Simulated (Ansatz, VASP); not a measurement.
## Two plane-wave programs on CaSe

```
Ca Se
1.0
     3.82961    0.00000    0.00000
     0.00000    3.82961    0.00000
     0.00000    0.00000    3.82961
Ca Se
1 1
Direct
  0.00000 0.00000 0.00000
  0.50000 0.50000 0.50000
```

Change from the starting cell: hydrostatic strain +5.4%.

Alike in both runs: task single point; functional r2SCAN; k mesh 8 × 8 × 8; no spin polarisation.

|  | VASP | Ansatz |
| --- | --- | --- |
| version | VASP 6.6.1 | Ansatz 0.2.0 |
| potentials or method | VASP PAW PBE potentials, release 64 (Ca_sv, Se) | plane waves, PAW |
| plane-wave cutoff (eV) | 520 | 500 |
| occupations | gaussian, width 0.01 eV | fixed |
| valence electrons in the cell | 16 | 26 |

|  | VASP | Ansatz | Ansatz less VASP |
| --- | --- | --- | --- |
| gap on the k mesh at the Fermi level (eV) | 1.43 | 1.42 | -0.010 |
| pressure (GPa) | -6.2 | -6.3 | -0.09 |

The two sets of potentials don't hold the same shells in valence.

Caveats: the PAW data sets were made with another functional, which shifts forces and pressure a little (VASP). A k mesh can miss the band edges.
